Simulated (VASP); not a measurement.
# LiCl in VASP 6.6.1, single-point calculation

INCAR

```
SIGMA = 0.02
PREC = Accurate
ENCUT = 520
LASPH = .TRUE.
GGA = PE
ISMEAR = -1
LREAL = .FALSE.
NELM = 120
LWAVE = .FALSE.
LCHARG = .FALSE.
NSW = 0
NBANDS = 18
ISIF = 2
IBRION = -1
EDIFF = 1E-7
```

KPOINTS

```
KPOINTS created by Atomic Simulation Environment
0
Gamma
12 12 4
0 0 0
```

POSCAR

```
Li Cl
 1.0000000000000000
     3.8937403927024352    0.0000000000000000   -0.0000000000000000
    -1.9468701963512176    3.3720780958219057    0.0000000000000000
    -0.0000000000000000   -0.0000000000000000    6.2258774254657476
 Li  Cl
   2   2
Cartesian
  1.9468701963512176  1.1240260319406350  5.4667944935873090
 -0.0000000000000000  2.2480520638812700  2.3538557808544356
  1.9468701963512176  1.1240260319406350  3.0937931923055180
 -0.0000000000000000  2.2480520638812700  6.2067319050383922
```

The recommended PBE PAW datasets give the neutral cell 20 valence electrons.

Command

```
mpirun -np 1 vasp_std
```

Question: How does this run end, and what does it give?

Answer: It converged. Results: gap between bands v and c on the k mesh 6.03 eV; least direct gap on the k mesh 6.03 eV; pressure 0.6 GPa. Band v is the last that the valence electrons fill when counted band by band, and c is the next.

OSZICAR

```
N       E                     dE             d eps       ncg     rms          rms(c)
DAV:   1     0.131715042811E+03    0.13172E+03   -0.89377E+03  2052   0.107E+03
DAV:   2     0.198482652479E+00   -0.13152E+03   -0.12671E+03  2544   0.236E+02
DAV:   3    -0.146033693041E+02   -0.14802E+02   -0.14736E+02  3526   0.676E+01
DAV:   4    -0.150642473188E+02   -0.46088E+00   -0.45915E+00  3096   0.135E+01
DAV:   5    -0.150928001641E+02   -0.28553E-01   -0.28543E-01  3214   0.267E+00    0.327E+00
DAV:   6    -0.148389257623E+02    0.25387E+00   -0.44334E-01  2476   0.310E+00    0.246E+00
DAV:   7    -0.148433153413E+02   -0.43896E-02   -0.15118E-01  2688   0.179E+00    0.149E+00
DAV:   8    -0.148664451353E+02   -0.23130E-01   -0.28391E-02  2300   0.109E+00    0.284E-01
DAV:   9    -0.148665634164E+02   -0.11828E-03   -0.12030E-03  3034   0.219E-01    0.906E-02
DAV:  10    -0.148677798455E+02   -0.12164E-02   -0.14358E-03  2198   0.217E-01    0.270E-02
DAV:  11    -0.148677930796E+02   -0.13234E-04   -0.24547E-05  2906   0.323E-02    0.679E-03
DAV:  12    -0.148678044127E+02   -0.11333E-04   -0.97134E-06  2236   0.187E-02    0.239E-03
DAV:  13    -0.148678048639E+02   -0.45121E-06   -0.58101E-07  2882   0.441E-03    0.924E-04
DAV:  14    -0.148678047689E+02    0.95070E-07   -0.29084E-08  2008   0.142E-03
   1 F= -.14867805E+02 E0= -.14867805E+02  d E =-.148907E-12
```

For comparison, a separate PBE run of the intended cell, on usual settings and not on those above, gives a gap of 6.03 eV on its mesh and a pressure of 0.6 GPa.
